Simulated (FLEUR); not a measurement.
# CdTe (F-43m) in FLEUR: notebook

One crystal, CdTe, is run at these levels: RPBE, Wu-Cohen GGA; tasks: band structure, equation of state.

All numbers are computed with FLEUR MaX-R8.1 (later development tree); they aren't measurements. Logs are shortened: lines on timing, memory, paths and dates and some standing lists are left out, and cuts for length are marked.

**Measured values to compare with.**

A printed reference work, data compilation reports, for a bulk crystal of CdTe at 0 K: band gap 1.607 eV.

How close the calculation comes is told below.

### 1 The structure

The structure is cubic, space group F-43m (No. 216). Conventional cell: a = 6.410 Å, b = 6.410 Å, c = 6.410 Å, α = 90.00°, β = 90.00°, γ = 90.00°. Around Te (site symmetry -43m) lie 4 Cd at 2.78 Å. Cd (site symmetry -43m) is surrounded by 4 Te at 2.78 Å.

### 2 Band structure, RPBE

File inp.xml:

```xml
<?xml version="1.0" encoding="UTF-8" standalone="no"?>
<fleurInput fleurInputVersion="0.39">
   <comment>
      CdTe                                                                                                
   </comment>
   <calculationSetup>
      <cutoffs Kmax="4.26" Gmax="13.2" GmaxXC="13.2" numbands="0"/>
      <scfLoop itmax="60" minDistance="0.00001" maxIterBroyd="15" imix="Anderson" alpha="0.05" precondParam="0.0" spinf="2.0" sdNocoIR="T"/>
      <coreElectrons ctail="T" frcor="F" kcrel="0" coretail_lmax="0"/>
      <xcFunctional name="Rpbe" relativisticCorrections="F"/>
      <magnetism jspins="1"/>
      <soc l_soc="F" theta="0.0" phi="0.0" spav="F"/>
      <expertModes spex="0" secvar="F"/>
      <geometryOptimization l_f="F" forcealpha="1.0" forcemix="BFGS" epsdisp="0.00001" epsforce="0.00001"/>
      <ldaU l_linMix="F" mixParam="0.05" spinf="1.0"/>
   </calculationSetup>
   <cell>
      <bzIntegration valenceElectrons="42.0" mode="hist" fermiSmearingEnergy="0.00183747">
         <kPointListSelection listName="default-1"/>
         <!-- k-points included here -->
         <xi:include xmlns:xi="http://www.w3.org/2001/XInclude" href="kpts.xml"> </xi:include>
      </bzIntegration>
      <!-- symmetry operations included here -->
      <xi:include xmlns:xi="http://www.w3.org/2001/XInclude" href="sym.xml"> </xi:include>
      <bulkLattice scale="1.0">
         <bravaisMatrix>
[... 30 lines left out ...]
         </electronConfig>
         <energyParameters s="5" p="5" d="4" f="4"/>
         <lo type="SCLO" l="0" n="4" eDeriv="0"/>
         <lo type="SCLO" l="1" n="4" eDeriv="0"/>
         <lo type="SCLO" l="1" n="4" eDeriv="1"/>
         <lo type="SCLO" l="2" n="4" eDeriv="2"/>
         <lo type="SCLO" l="3" n="4" eDeriv="2"/>
      </species>
   </atomSpecies>
   <atomGroups>
      <atomGroup species="Tellurium (Te)">
         <relPos label="                   1">-1.000/4.000 -1.000/4.000 -1.000/4.000</relPos>
         <force calculate="T" relaxXYZ="TTT"/>
      </atomGroup>
      <atomGroup species="Cadmium (Cd)">
         <relPos label="                   2">.0000000000 .0000000000 .0000000000</relPos>
         <force calculate="T" relaxXYZ="TTT"/>
      </atomGroup>
   </atomGroups>
   <output dos="F" band="F" slice="F">
      <checks vchk="F" cdinf="F"/>
      <bandDOS minEnergy="-.5*Htr" maxEnergy="0.5*Htr" sigma="0.015" storeEVData="T"/>
      <vacuumDOS vacdos="F" integ="F" star="F" nstars="0" locx1="0.0" locy1="0.0" locx2="0.0" locy2="0.0" nstm="0" tworkf="0.0"/>
      <unfoldingBand unfoldBand="F" supercellX="1" supercellY="1" supercellZ="1"/>
      <plotting iplot="0" polar="F">
         <plot TwoD="T" vec1="  1.0  0.0  0.0" vec2="  0.0  1.0  0.0" vec3="  0.0  0.0  1.0" zero="  0.0  0.0  0.0" file="plot"/>
      </plotting>
      <chargeDensitySlicing numkpt="0" minEigenval="0.0" maxEigenval="0.0" nnne="0" pallst="F"/>
      <specialOutput eonly="F"/>
      <moessbauerParams electricFieldGradient="T" isomerShift="T" coreHyperfine="T" valenceHyperfine="T"/>
      <magneticCircularDichroism mcd="F" energyLo="-10.0" energyUp="0.0"/>
   </output>
  <!-- We include the file relax.xml here to enable relaxations (see documentation) -->
  <xi:include xmlns:xi="http://www.w3.org/2001/XInclude" href="relax.xml"> <xi:fallback/> </xi:include>
</fleurInput>
```

File crystal.txt:

```
CdTe
&input cartesian=F /
0.0000000000  3.2050000000  3.2050000000
3.2050000000  0.0000000000  3.2050000000
3.2050000000  3.2050000000  0.0000000000
1.8897261246
1.0 1.0 1.0

2
52 0.7500000000  0.7500000000  0.7500000000
48 0.0000000000  0.0000000000  0.0000000000

&kpt div1=7 div2=7 div3=7 gamma=T /
```

File inp.xml (bands):

```
<?xml version="1.0" encoding="UTF-8" standalone="no"?>
<fleurInput fleurInputVersion="0.39">
   <comment>
      CdTe                                                                                                
   </comment>
   <calculationSetup>
      <cutoffs Kmax="4.26" Gmax="13.2" GmaxXC="13.2" numbands="0"/>
      <scfLoop itmax="60" minDistance="0.00001" maxIterBroyd="15" imix="Anderson" alpha="0.05" precondParam="0.0" spinf="2.0" sdNocoIR="T"/>
      <coreElectrons ctail="T" frcor="F" kcrel="0" coretail_lmax="0"/>
      <xcFunctional name="Rpbe" relativisticCorrections="F"/>
      <magnetism jspins="1"/>
      <soc l_soc="F" theta="0.0" phi="0.0" spav="F"/>
      <expertModes spex="0" secvar="F"/>
      <geometryOptimization l_f="F" forcealpha="1.0" forcemix="BFGS" epsdisp="0.00001" epsforce="0.00001"/>
      <ldaU l_linMix="F" mixParam="0.05" spinf="1.0"/>
   </calculationSetup>
   <cell>
      <bzIntegration valenceElectrons="42.0" mode="hist" fermiSmearingEnergy="0.00183747">
         <kPointListSelection listName="path-1"/>
         <!-- k-points included here -->
         <xi:include xmlns:xi="http://www.w3.org/2001/XInclude" href="kpts.xml"> </xi:include>
      </bzIntegration>
      <!-- symmetry operations included here -->
      <xi:include xmlns:xi="http://www.w3.org/2001/XInclude" href="sym.xml"> </xi:include>
      <bulkLattice scale="1.0">
         <bravaisMatrix>
[... 31 lines left out ...]
         <energyParameters s="5" p="5" d="4" f="4"/>
         <lo type="SCLO" l="0" n="4" eDeriv="0"/>
         <lo type="SCLO" l="1" n="4" eDeriv="0"/>
         <lo type="SCLO" l="1" n="4" eDeriv="1"/>
         <lo type="SCLO" l="2" n="4" eDeriv="2"/>
         <lo type="SCLO" l="3" n="4" eDeriv="2"/>
      </species>
   </atomSpecies>
   <atomGroups>
      <atomGroup species="Tellurium (Te)">
         <relPos label="                   1">-1.000/4.000 -1.000/4.000 -1.000/4.000</relPos>
         <force calculate="T" relaxXYZ="TTT"/>
      </atomGroup>
      <atomGroup species="Cadmium (Cd)">
         <relPos label="                   2">.0000000000 .0000000000 .0000000000</relPos>
         <force calculate="T" relaxXYZ="TTT"/>
      </atomGroup>
   </atomGroups>
   <output dos="F" band="T" slice="F">
      <checks vchk="F" cdinf="F"/>
      <bandDOS minEnergy="-.5*Htr" maxEnergy="0.5*Htr" sigma="0.015" storeEVData="T"/>
      <vacuumDOS vacdos="F" integ="F" star="F" nstars="0" locx1="0.0" locy1="0.0" locx2="0.0" locy2="0.0" nstm="0" tworkf="0.0"/>
      <unfoldingBand unfoldBand="F" supercellX="1" supercellY="1" supercellZ="1"/>
      <plotting iplot="0" polar="F">
         <plot TwoD="T" vec1="  1.0  0.0  0.0" vec2="  0.0  1.0  0.0" vec3="  0.0  0.0  1.0" zero="  0.0  0.0  0.0" file="plot"/>
      </plotting>
      <chargeDensitySlicing numkpt="0" minEigenval="0.0" maxEigenval="0.0" nnne="0" pallst="F"/>
      <specialOutput eonly="F"/>
      <moessbauerParams electricFieldGradient="T" isomerShift="T" coreHyperfine="T" valenceHyperfine="T"/>
      <magneticCircularDichroism mcd="F" energyLo="-10.0" energyUp="0.0"/>
   </output>
  <!-- We include the file relax.xml here to enable relaxations (see documentation) -->
  <xi:include xmlns:xi="http://www.w3.org/2001/XInclude" href="relax.xml"> <xi:fallback/> </xi:include>
</fleurInput>
```

Potentials or basis: all-electron, FLAPW.

Run with:

```sh
> inpgen -f crystal.txt -profile fastHighL
> # inp.xml edited to the form shown
> fleur_MPI
> fleur_MPI   # second run, on inp.xml (bands)
```

Output:

```text
Welcome to FLEUR        (www.flapw.de)
      MaX-Release 8.1          (www.max-centre.eu)

 ========== k-point set info ==========
 Selected k-point list: default-1
 k-point list type: mesh
 7 x 7 x 7
 Number of k points: 20

 ------------Calculation Setup---------------------------
 Number of MPI-tasks      :            1
 Number of PE/node        :            1
 Number of OMP-threads    :            1
 Most efficient MPI parallelization for:
           1           2           4           5          10          20
 Additional eigenvalue parallelization possible
 Number of basis functions:          676
 Approximate size of matrices (H+S) per k-point:         0.014 GB
 --------------------------------------------------------
 Iteration:     1   Distance:       5.55851532 me/bohr^3
 Iteration:     2   Distance:       5.12747067 me/bohr^3
 Iteration:     3   Distance:       3.14594713 me/bohr^3
 Iteration:     4   Distance:       1.05057542 me/bohr^3
 Iteration:     5   Distance:       0.74259276 me/bohr^3
 Iteration:     6   Distance:       0.16997992 me/bohr^3
 Iteration:     7   Distance:       0.13566778 me/bohr^3
 Iteration:     8   Distance:       0.04763857 me/bohr^3
 Iteration:     9   Distance:       0.02154355 me/bohr^3
 Iteration:    10   Distance:       0.00727052 me/bohr^3
 Iteration:    11   Distance:       0.00133196 me/bohr^3
 Iteration:    12   Distance:       0.00132081 me/bohr^3
 Iteration:    13   Distance:       0.00018526 me/bohr^3
 Iteration:    14   Distance:       0.00008353 me/bohr^3
 Iteration:    15   Distance:       0.00003985 me/bohr^3
 Iteration:    16   Distance:       0.00003698 me/bohr^3
 Iteration:    17   Distance:       0.00002180 me/bohr^3
 Iteration:    18   Distance:       0.00000535 me/bohr^3

 ********************************************************************
 Run finished successfully
 Stop message:
   all done
 ********************************************************************
```

Wall time 1.9 min (1 thread of Arm Neoverse V2, shared host); peak memory 0.08 GiB.

Results:

```
Free energy                                           : -337244.9618 eV
Band gap on the k mesh                                : 1.24 eV, direct
Band gap along the path                               : 1.24 eV, direct
Valence electrons inside the program's atomic spheres : Te 19.09; Cd 18.59 (radii Te 2.3, Cd 2.56 bohr)
```

Levels at the corners of the path, in eV from the valence-band top:
```
point  band 19  band 20  band 21  band 22  band 23  band 24
    Γ     0.00     0.00     0.00     1.24     4.73     4.73
    X    -4.36    -1.93    -1.93     2.88     2.90     9.37
    W    -4.24    -2.37    -2.26     4.51     4.96     5.85
    K    -4.26    -2.61    -1.60     3.15     4.79     7.69
    Γ     0.00     0.00     0.00     1.24     4.73     4.73
    L    -4.49    -0.81    -0.81     2.13     5.35     5.35
    U    -4.26    -2.61    -1.60     3.15     4.79     7.69
    W    -4.24    -2.37    -2.26     4.51     4.96     5.85
    L    -4.49    -0.81    -0.81     2.13     5.35     5.35
    K    -4.26    -2.61    -1.60     3.15     4.79     7.69
    U    -4.26    -2.61    -1.60     3.15     4.79     7.69
    X    -4.36    -1.93    -1.93     2.88     2.90     9.37
```

Core levels (eV from the Fermi level):
```tsv
atom	levels
1 Te	1s1/2 -31602.9, 2s1/2 -4839.7, 2p1/2 -4532.6, 2p3/2 -4258.3, 3s1/2 -958.5, 3p1/2 -832.5, 3p3/2 -781.3, 4s1/2 -158.8, 3d3/2 -559.7, 3d5/2 -549.0
2 Cd	1s1/2 -26507.1, 2s1/2 -3930.6, 2p1/2 -3657.6, 2p3/2 -3465.2, 3s1/2 -729.4, 3p1/2 -620.2, 3p3/2 -585.8, 3d3/2 -393.1, 3d5/2 -386.1
```

Caveat: spin-orbit coupling is left out, which moves the levels of the heavy elements.

### 3 Equation of state, RPBE, 30.95 Å³/atom (volume scaled by 0.94)

Changes to inp.xml since step 2:

```diff
@@ -6,3 +6,3 @@
    <calculationSetup>
-      <cutoffs Kmax="4.26" Gmax="13.2" GmaxXC="13.2" numbands="0"/>
+      <cutoffs Kmax="4.39" Gmax="13.6" GmaxXC="13.6" numbands="0"/>
       <scfLoop itmax="60" minDistance="0.00001" maxIterBroyd="15" imix="Anderson" alpha="0.05" precondParam="0.0" spinf="2.0" sdNocoIR="T"/>
@@ -24,3 +24,3 @@
       <xi:include xmlns:xi="http://www.w3.org/2001/XInclude" href="sym.xml"> </xi:include>
-      <bulkLattice scale="1.0">
+      <bulkLattice scale="0.9795861087">
          <bravaisMatrix>
@@ -34,3 +34,3 @@
       <species name="Tellurium (Te)" element="Te" atomicNumber="52">
-         <mtSphere radius="2.3" gridPoints="761" logIncrement="0.017"/>
+         <mtSphere radius="2.23" gridPoints="761" logIncrement="0.017"/>
          <atomicCutoffs lmax="9" lnonsphr="7"/>
@@ -51,3 +51,3 @@
       <species name="Cadmium (Cd)" element="Cd" atomicNumber="48">
-         <mtSphere radius="2.56" gridPoints="847" logIncrement="0.015"/>
+         <mtSphere radius="2.48" gridPoints="847" logIncrement="0.015"/>
          <atomicCutoffs lmax="10" lnonsphr="8"/>
```

Potentials or basis: all-electron, FLAPW.

Run with:

```sh
> inpgen -f crystal.txt -profile fastHighL
> # inp.xml edited to the form shown
> fleur_MPI
```

Wall time 1.8 min (1 thread of Arm Neoverse V2, shared host); peak memory 0.08 GiB.

It converged, with:

| Property | Result |
| --- | --- |
| Free energy | -337244.7658 eV |
| Band gap on the k mesh | 1.43 eV, direct |
| Valence electrons inside the program's atomic spheres | Te 18.86; Cd 18.47 (radii Te 2.23, Cd 2.48 bohr) |

Caveat: spin-orbit coupling is left out, which moves the levels of the heavy elements.

### 4 Equation of state, RPBE, 31.60 Å³/atom (volume scaled by 0.96)

Changes to inp.xml since step 3:

```diff
@@ -24,3 +24,3 @@
       <xi:include xmlns:xi="http://www.w3.org/2001/XInclude" href="sym.xml"> </xi:include>
-      <bulkLattice scale="0.9795861087">
+      <bulkLattice scale="0.9864848297">
          <bravaisMatrix>
```

Run with:

```sh
> inpgen -f crystal.txt -profile fastHighL
> # inp.xml edited to the form shown
> fleur_MPI
```

It took 1.8 min on 1 thread of Arm Neoverse V2, shared host; peak memory 0.08 GiB.

The run converged. Its results:

| Quantity | Value |
| --- | --- |
| Free energy | -337244.8419 eV |
| Band gap on the k mesh | 1.36 eV, direct |
| Valence electrons inside the program's atomic spheres | Te 18.85; Cd 18.45 (radii Te 2.23, Cd 2.48 bohr) |

Caveat: spin-orbit coupling is left out, which moves the levels of the heavy elements.

### 5 Equation of state, RPBE, 32.92 Å³/atom

Changes to inp.xml since step 4:

```diff
@@ -24,3 +24,3 @@
       <xi:include xmlns:xi="http://www.w3.org/2001/XInclude" href="sym.xml"> </xi:include>
-      <bulkLattice scale="0.9864848297">
+      <bulkLattice scale="1.0000000000">
          <bravaisMatrix>
```

Run with:

```sh
> inpgen -f crystal.txt -profile fastHighL
> # inp.xml edited to the form shown
> fleur_MPI
```

It took 2 min on 1 thread of Arm Neoverse V2, shared host; peak memory 0.08 GiB.

Results (log left out):

- Free energy: -337244.9605 eV
- Band gap on the k mesh: 1.24 eV, direct
- Valence electrons inside the program's atomic spheres: Te 18.84; Cd 18.42 (radii Te 2.23, Cd 2.48 bohr)

Caveat: spin-orbit coupling is left out, which moves the levels of the heavy elements.

### 6 Equation of state, RPBE, 34.24 Å³/atom (volume scaled by 1.04)

Changes to inp.xml since step 5:

```diff
@@ -24,3 +24,3 @@
       <xi:include xmlns:xi="http://www.w3.org/2001/XInclude" href="sym.xml"> </xi:include>
-      <bulkLattice scale="1.0000000000">
+      <bulkLattice scale="1.0131594038">
          <bravaisMatrix>
```

Potentials or basis: all-electron, FLAPW.

Run with:

```sh
> inpgen -f crystal.txt -profile fastHighL
> # inp.xml edited to the form shown
> fleur_MPI
```

It took 2.4 min on 1 thread of Arm Neoverse V2, shared host; peak memory 0.08 GiB.

Results (log left out):

```
Free energy                                           : -337245.0414 eV
Band gap on the k mesh                                : 1.12 eV, direct
Valence electrons inside the program's atomic spheres : Te 18.82; Cd 18.38 (radii Te 2.23, Cd 2.48 bohr)
```

Caveat: spin-orbit coupling is left out, which moves the levels of the heavy elements.

### 7 Equation of state, RPBE, 34.90 Å³/atom (volume scaled by 1.06)

Changes to inp.xml since step 6:

```diff
@@ -24,3 +24,3 @@
       <xi:include xmlns:xi="http://www.w3.org/2001/XInclude" href="sym.xml"> </xi:include>
-      <bulkLattice scale="1.0131594038">
+      <bulkLattice scale="1.0196128224">
          <bravaisMatrix>
```

Run with:

```sh
> inpgen -f crystal.txt -profile fastHighL
> # inp.xml edited to the form shown
> fleur_MPI
```

Wall time 2.3 min (1 thread of Arm Neoverse V2, shared host); peak memory 0.08 GiB.

Results (log left out):

| Quantity | Value |
| --- | --- |
| Free energy | -337245.0701 eV |
| Band gap on the k mesh | 1.06 eV, direct |
| Valence electrons inside the program's atomic spheres | Te 18.81; Cd 18.37 (radii Te 2.23, Cd 2.48 bohr) |

Caveat: spin-orbit coupling is left out, which moves the levels of the heavy elements.

### 8 Equation of state, RPBE

This step only gathers the single runs of the series.

What came out:

```
Equilibrium volume : 37.98 Å³/atom (rough: see the caveat)
Bulk modulus       : 29 GPa (rough)
```

Energy against volume, from the lowest point:
```
volume (Å³/atom)  energy (meV/atom)
          30.947             152.14
          31.605             114.10
          32.922              54.81
          34.239              14.37
          34.897               0.00
```

Caveat: the minimum lies outside the volumes run.

(Continued in part 2 of 2.)
